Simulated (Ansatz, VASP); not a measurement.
## Two plane-wave programs on LiF (lda)

```
Li F
1.0
     0.00000    1.95444    1.95444
     1.95444    0.00000    1.95444
     1.95444    1.95444    0.00000
Li F
1 1
Direct
  0.00000 0.00000 0.00000
  0.50000 0.50000 0.50000
```

Alike in both runs: functional LDA; k mesh 10 × 10 × 10; occupations gaussian, width 0.02 eV; no spin polarisation.

Ansatz relaxed the structure, and its values are those at the end. VASP's run is a single point on that final structure, the one shown.

|  | VASP | Ansatz |
| --- | --- | --- |
| version | VASP 6.6.1 | Ansatz 0.2.0 |
| potentials or method | VASP PAW LDA potentials, release 64 (Li_sv, F) | scalar-relativistic, plane waves, PAW |
| plane-wave cutoff (eV) | 520 | 420 |
| valence electrons in the cell | 10 | 10 |

Ansatz gave:

| Quantity | Value |
| --- | --- |
| gap on the k mesh at the Fermi level (eV) | 9.70 |
| least direct gap on the mesh (eV) | 9.70 |

Q: Which values does VASP return?

A: gap on the k mesh at the Fermi level (eV): 9.69; least direct gap on the mesh (eV): 9.69.

 LDA gaps usually lie below the measured ones, often by a third to a half. A k mesh can miss the band edges.
